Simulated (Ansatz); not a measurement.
The cell comes from COD entry 9013009, which wasn't checked; take it as a given geometry. The listed cell was then made from it by scaling, straining or moving an atom.

An input for Sb: DFT, PBE, all-electron LAPW, scalar-relativistic (Ansatz 0.2.0).

Command: `ansatz run input.yaml --threads 1 --pin off --max-ram 3072MiB --backend cpu --events-out ev --progress --plain --runs-dir out` The run took 6.8 s on 1 thread of Intel(R) Xeon(R) 6975P-C (Granite Rapids) (shared host), peak memory 0.35 GiB.

```yaml
crystal:
  lattice:
    - [0.0461, 2.32805, 2.32805]
    - [2.32805, 0.0461, 2.32805]
    - [2.32805, 2.32805, 0.0461]
  atoms:
    - { symbol: Sb, position: [0.0, 0.0, 0.0] }
kpoints:
  mp_grid: { grid: [12, 12, 12] }
  band_path:
    path:
      - [0.0, 0.0, 0.0]
      - [0.5, 0.5, 0.5]
      - [0.2451701269, 0.5, 0.7548298731]
      - [-0.2451701269, 0.2451701269, 0.5]
      - [0.0, 0.0, 0.5]
      - [0.0, 0.0, 0.0]
      - [-0.3725850634, 0.0, 0.3725850634]
      - [0.0, 0.3725850634, 0.6274149366]
      - [0.0, 0.5, 0.5]
    npoints: 5
scf:
  occupations: { method: fermi_dirac, width: 0.05 }
hamiltonian:
  xc: pbe
  pseudopotentials: { kind: all_electron, lapw: { basis_error: 0.001 } }
output:
  forces: true
  stress: true
  eigenvalues: true
```

The results part of the log:

```
SCF 1 converged in 5 iterations: F = -176367.794751 eV  dr2 = 2.07e-8
NSCF: frozen V_eff on 41 k-points
SCF converged after 5 iterations
Free energy (F): -176367.794751 eV
Harris-Foulkes:  -176367.794751 eV  (|F-HF|=3.16e-8)
Internal energy: -176367.788971 eV  (E = F + TS)
E sigma→0 (E₀):  -176367.791861 eV
Entropy (-TS):   -0.005781 eV (-5.781 meV/atom)
Fermi energy:    16.598739 eV
--- Per-component energies (eV) ---
  E_band       = -815.316538
  E_kinetic    = 185874.814801
  E_xc         = -4644.584633
  E_electrostatic = -357598.019138  (all electrons and nuclei)
  E_smearing   = -0.005781  (= −TS)
  E_closure    = 0.000000  (closes the sum)
  E_atoms      = -176364.064481  (free atoms, spherical and without spin; not in F)
  Σ components = -176367.794751   (vs F -176367.794751, Δ=0.00e0)
  Basis errors (estimates in eV, not in F): energy 2.1e-4 per atom: plane waves 2.1e-4 (1.1e-4 summed), levels above the bands 3.1e-88, relativity 1.9e-8, radial functions 3.4e-6, core shells 1.0e-10; eigenvalues (radial functions only) 1.7e-4; not estimated: angular momenta, meshes, grids; target (lapw.basis_error) 1.0e-3; muffin-tin radii Sb 1.614 Å
--- Forces (eV/Å), atoms counted from 1 ---
  atom   1  Sb     0.00000000     0.00000000     0.00000000
  max |Σ_I F_I| component: 8.22e-33 eV/Å
--- Stress (GPa, compression-positive) ---
        9.043468      -0.185209      -0.185209
       -0.185209       9.043468      -0.185209
       -0.185209      -0.185209       9.043468
  P = ⅓ Tr σ = 9.0435 GPa (90.435 kbar)
--- Band table (eV; the first three rows and the last of 189) ---
  k-point 0: bands = ["-128.0203", "-80.9928", "-80.9928", "-80.9886", "-12.8602", "-12.8556", "-12.8556", "-12.8005", "-12.8005", "2.8195", "22.0794", "22.8104", "22.8104", "26.7279", "26.8574", "27.7386"]
  k-point 1: bands = ["-128.0203", "-80.9930", "-80.9928", "-80.9887", "-12.8560", "-12.8553", "-12.8500", "-12.8013", "-12.8006", "2.9723", "21.2929", "21.9764", "22.5674", "25.8736", "27.2770", "28.1355"]
  k-point 2: bands = ["-128.0203", "-80.9934", "-80.9929", "-80.9887", "-12.8547", "-12.8471", "-12.8373", "-12.8005", "-12.7979", "3.4298", "18.6342", "21.5137", "22.0308", "25.4158", "28.0073", "28.7277"]
  k-point 188: bands = ["-128.0202", "-80.9932", "-80.9932", "-80.9907", "-12.8548", "-12.8548", "-12.8453", "-12.7478", "-12.7478", "6.8280", "10.0349", "21.0062", "21.0062", "26.0621", "26.2944", "26.6294"]
```
